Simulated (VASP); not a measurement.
# KCl (distorted rocksalt): a PBE single-point calculation in VASP

INCAR

```
GGA = PE
LASPH = .TRUE.
NBANDS = 15
SIGMA = 0.02
LCHARG = .FALSE.
ENCUT = 520
ISIF = 2
LWAVE = .FALSE.
EDIFF = 1E-7
NSW = 0
IBRION = -1
PREC = Accurate
ISMEAR = -1
LREAL = .FALSE.
NELM = 120
```

KPOINTS

```
KPOINTS created by Atomic Simulation Environment
0
Gamma
6 6 6
0 0 0
```

POSCAR

```
K  Cl
 1.0000000000000000
     0.0979000000000000    3.2185000000000001    3.2343999999999999
     3.1316999999999999    0.1104000000000000    3.2219000000000002
     3.2212999999999998    3.2957000000000001    0.0207000000000000
 K   Cl
   1   1
Cartesian
  3.3156345200000001  6.3856204400000003  3.1550063900000005
  3.1599824699999997  3.5048339400000001  3.3629759999999997
```

VASP ran with the recommended PBE PAW datasets (16 valence electrons in the cell).

Command

```
mpirun -np 1 vasp_std
```

OSZICAR

```
N       E                     dE             d eps       ncg     rms          rms(c)
DAV:   1     0.974295040169E+02    0.97430E+02   -0.68729E+03  3360   0.929E+02
DAV:   2    -0.417687196600E+00   -0.97847E+02   -0.91034E+02  4379   0.235E+02
DAV:   3    -0.670310560096E+01   -0.62854E+01   -0.62494E+01  4881   0.517E+01
DAV:   4    -0.703448967805E+01   -0.33138E+00   -0.33133E+00  4993   0.101E+01
DAV:   5    -0.703726371798E+01   -0.27740E-02   -0.27740E-02  4935   0.108E+00    0.350E+00
DAV:   6    -0.672087551878E+01    0.31639E+00   -0.46393E-01  4403   0.346E+00    0.280E+00
DAV:   7    -0.670366212362E+01    0.17213E-01   -0.11784E-01  4837   0.194E+00    0.163E+00
DAV:   8    -0.671676451534E+01   -0.13102E-01   -0.18755E-02  4035   0.102E+00    0.230E-01
DAV:   9    -0.671729699289E+01   -0.53248E-03   -0.93986E-04  4732   0.195E-01    0.115E-01
DAV:  10    -0.671805347840E+01   -0.75649E-03   -0.78488E-04  3556   0.174E-01    0.189E-02
DAV:  11    -0.671806678470E+01   -0.13306E-04   -0.26045E-05  4969   0.337E-02    0.103E-02
DAV:  12    -0.671806946751E+01   -0.26828E-05   -0.22368E-06  3871   0.105E-02    0.631E-03
DAV:  13    -0.671807097943E+01   -0.15119E-05   -0.19272E-06  3808   0.818E-03    0.254E-03
DAV:  14    -0.671807094871E+01    0.30718E-07   -0.34308E-07  3842   0.415E-03
   1 F= -.67180709E+01 E0= -.67180709E+01  d E =-.364456E-12
```

From OUTCAR

```
k-points           NKPTS =    112   k-points in BZ     NKDIM =    112   number of bands    NBANDS=     15

   NELECT =      16.0000    total number of electrons

   dimension x,y,z NGX =    36 NGY =   36 NGZ =   36
   dimension x,y,z NGXF=    72 NGYF=   72 NGZF=   72

  energy-cutoff  :      520.00
  volume of cell :       64.39
      direct lattice vectors                 reciprocal lattice vectors
     0.097900000  3.218500000  3.234400000    -0.164876556  0.160182380  0.154771959
     3.131700000  0.110400000  3.221900000     0.164517152 -0.161783072  0.156008096
     3.221300000  3.295700000  0.020700000     0.155503384  0.152414923 -0.156372499

 k-points in reciprocal lattice and weights: KPOINTS created by Atomic Simulation Env
   0.00000000  0.00000000  0.00000000       0.005
   0.16666667  0.00000000  0.00000000       0.009
   0.33333333  0.00000000  0.00000000       0.009
   0.50000000 -0.00000000  0.00000000       0.005
   0.00000000  0.16666667 -0.00000000       0.009
   0.16666667  0.16666667 -0.00000000       0.009
   0.33333333  0.16666667 -0.00000000       0.009
   0.50000000  0.16666667  0.00000000       0.009
   ...

 E-fermi :  -1.4780

 k-point     1 :       0.0000    0.0000    0.0000
  band No.  band energies     occupation
      1     -29.2077      2.00000
      2     -14.0998      2.00000
      3     -12.6799      2.00000
      4     -12.6689      2.00000
      5     -12.6473      2.00000
      6      -2.0684      2.00000
      7      -2.0257      2.00000
      8      -1.9535      2.00000
      9       3.0867      0.00000
     10       6.2611      0.00000
     11       6.4764      0.00000
     12       6.8751      0.00000
     13       7.4119      0.00000
     14       7.5296      0.00000
     15      10.5169      0.00000

 k-point     2 :       0.1667    0.0000    0.0000
  band No.  band energies     occupation
      1     -29.2052      2.00000
      2     -14.1362      2.00000
      3     -12.6854      2.00000
      4     -12.6758      2.00000
      5     -12.5956      2.00000
      6      -2.2748      2.00000
      7      -2.1348      2.00000
      8      -2.0792      2.00000
      9       3.7129      0.00000
     10       6.4419      0.00000
     11       6.5904      0.00000
     12       6.8551      0.00000
     13       7.7834      0.00000
     14       7.9095      0.00000
     15      11.3870      0.00000

 k-point     3 :       0.3333    0.0000    0.0000
  band No.  band energies     occupation
      1     -29.2001      2.00000
      2     -14.2033      2.00000
      3     -12.6943      2.00000
      4     -12.6781      2.00000
      5     -12.5113      2.00000
      6      -2.7501      2.00000
      7      -2.2796      2.00000
      8      -2.2234      2.00000
      9       4.9462      0.00000
     10       6.3787      0.00000
     11       7.4211      0.00000
     12       7.6776      0.00000
     13       8.6717      0.00000
     14       8.7869      0.00000
     15      10.4247      0.00000

 k-point     4 :       0.5000   -0.0000    0.0000
  band No.  band energies     occupation
      1     -29.1975      2.00000
      2     -14.2344      2.00000
      3     -12.6987      2.00000
      4     -12.6783      2.00000
      5     -12.4724      2.00000
      6      -2.9557      2.00000
      7      -2.3490      2.00000
      8      -2.2910      2.00000
      9       5.5156      0.00000
     10       6.6506      0.00000
     11       8.2175      0.00000
     12       8.5267      0.00000
     13       9.0056      0.00000
     14       9.6158      0.00000
     15       9.8229      0.00000

 k-point     5 :       0.0000    0.1667   -0.0000
  band No.  band energies     occupation
      1     -29.2050      2.00000
      2     -14.1473      2.00000
      3     -12.6939      2.00000
      4     -12.6743      2.00000
      5     -12.5776      2.00000
      6      -2.2833      2.00000
      7      -2.1304      2.00000
      8      -2.0520      2.00000
      9       3.7122      0.00000
     10       6.2297      0.00000
     11       6.5395      0.00000
     12       6.8665      0.00000
     13       7.9248      0.00000
     14       8.0302      0.00000
     15      11.4707      0.00000

 k-point     6 :       0.1667    0.1667   -0.0000
  band No.  band energies     occupation
      1     -29.2048      2.00000
      2     -14.1382      2.00000
      3     -12.7008      2.00000
      4     -12.6815      2.00000
      5     -12.5811      2.00000
      6      -2.3633      2.00000
      7      -2.1259      2.00000
      8      -2.0018      2.00000
      9       3.8348      0.00000
     10       5.8597      0.00000
     11       6.7983      0.00000
     12       7.2200      0.00000
     13       7.7440      0.00000
     14       8.3029      0.00000
     15      11.5298      0.00000

 k-point     7 :       0.3333    0.1667   -0.0000
  band No.  band energies     occupation
      1     -29.2009      2.00000
      2     -14.1633      2.00000
      3     -12.7153      2.00000
      4     -12.6914      2.00000
      5     -12.5441      2.00000
      6      -2.6141      2.00000
      7      -2.2343      2.00000
      8      -2.1649      2.00000
      9       4.7979      0.00000
     10       5.7728      0.00000
     11       7.5917      0.00000
     12       7.8731      0.00000
     13       8.2248      0.00000
     14       8.7245      0.00000
     15      10.2344      0.00000

 k-point     8 :       0.5000    0.1667    0.0000
  band No.  band energies     occupation
      1     -29.1972      2.00000
      2     -14.1953      2.00000
      3     -12.7279      2.00000
      4     -12.6916      2.00000
      5     -12.5036      2.00000
      6      -2.8040      2.00000
      7      -2.3568      2.00000
      8      -2.3099      2.00000
      9       5.5847      0.00000
     10       6.4209      0.00000
     11       8.2747      0.00000
     12       8.3544      0.00000
     13       8.6130      0.00000
     14       9.1209      0.00000
     15       9.5696      0.00000

 k-point     9 :      -0.3333    0.1667   -0.0000
  band No.  band energies     occupation
      1     -29.1974      2.00000
      2     -14.2046      2.00000
      3     -12.7267      2.00000
      4     -12.6818      2.00000
      5     -12.4963      2.00000
      6      -2.8143      2.00000
      7      -2.3398      2.00000
      8      -2.2914      2.00000
      9       5.5536      0.00000
     10       6.2208      0.00000
     11       7.7303      0.00000
     12       8.2114      0.00000
     13       8.4809      0.00000
     14       9.6433      0.00000
     15       9.9677      0.00000

 k-point    10 :      -0.1667    0.1667   -0.0000
  band No.  band energies     occupation
      1     -29.2013      2.00000
      2     -14.1816      2.00000
      3     -12.7079      2.00000
      4     -12.6751      2.00000
      5     -12.5320      2.00000
      6      -2.5812      2.00000
      7      -2.2398      2.00000
      8      -2.1405      2.00000
      9       4.5297      0.00000
     10       5.9922      0.00000
     11       6.8810      0.00000
     12       7.5665      0.00000
     13       8.1564      0.00000
     14       8.7941      0.00000
     15      11.0592      0.00000

 k-point    11 :       0.0000    0.3333   -0.0000
  band No.  band energies     occupation
      1     -29.1995      2.00000
      2     -14.2335      2.00000
      3     -12.7033      2.00000
      4     -12.6793      2.00000
      5     -12.4715      2.00000
      6      -2.7526      2.00000
      7      -2.2611      2.00000
      8      -2.1764      2.00000
      9       4.9147      0.00000
     10       6.1042      0.00000
     11       7.2693      0.00000
     12       7.5943      0.00000
     13       8.9191      0.00000
     14       9.0146      0.00000
     15      10.5444      0.00000

 k-point    12 :       0.1667    0.3333   -0.0000
  band No.  band energies     occupation
      1     -29.2005      2.00000
      2     -14.1850      2.00000
      3     -12.7139      2.00000
      4     -12.6929      2.00000
      5     -12.5231      2.00000
      6      -2.6087      2.00000
      7      -2.2219      2.00000
      8      -2.1392      2.00000
      9       4.7758      0.00000
     10       5.7183      0.00000
     11       7.2677      0.00000
     12       7.6298      0.00000
     13       8.4357      0.00000
     14       9.0392      0.00000
     15      10.4222      0.00000

 k-point    13 :       0.3333    0.3333    0.0000
  band No.  band energies     occupation
      1     -29.1990      2.00000
      2     -14.1252      2.00000
      3     -12.7401      2.00000
      4     -12.7070      2.00000
      5     -12.5915      2.00000
      6      -2.6316      2.00000
      7      -2.2281      2.00000
      8      -2.0866      2.00000
      9       4.9941      0.00000
     10       5.2849      0.00000
     11       7.7641      0.00000
     12       8.1676      0.00000
     13       8.6763      0.00000
     14       9.0640      0.00000
     15       9.7573      0.00000

 ...

  Total        0.2255992      0.8183132      0.2564112     -0.0823888     -0.1709943      0.0186428
  in kB        5.6135914     20.3621102      6.3802866     -2.0500840     -4.2548564      0.4638885
  external PRESSURE =      10.7853294 kB  Pullay stress =       0.0000000 kB

 POSITION                                       TOTAL-FORCE (eV/Angst)
 -----------------------------------------------------------------------------------
      3.31563      6.38562      3.15501        -0.053122      0.416117      0.206633
      3.15998      3.50483      3.36298         0.053122     -0.416117     -0.206633
 -----------------------------------------------------------------------------------
    total drift:                               -0.000031      0.000113     -0.000038

  FREE ENERGIE OF THE ION-ELECTRON SYSTEM (eV)
  ---------------------------------------------------
  free  energy   TOTEN  =        -6.7180709487 eV

  energy  without entropy=       -6.7180709487  energy(sigma->0) =       -6.71807095
```

```
gap between bands v and c on the k mesh : 5.04 eV
least direct gap on the k mesh          : 5.04 eV
pressure                                : 1.1 GPa
largest force                           : 0.47 eV/Å
```

Band v is the last that the valence electrons fill when counted band by band, and c is the next.

The run took about 1.8 min on one core of a shared host (Intel Xeon Platinum 8488C) and held 0.26 GiB at most.
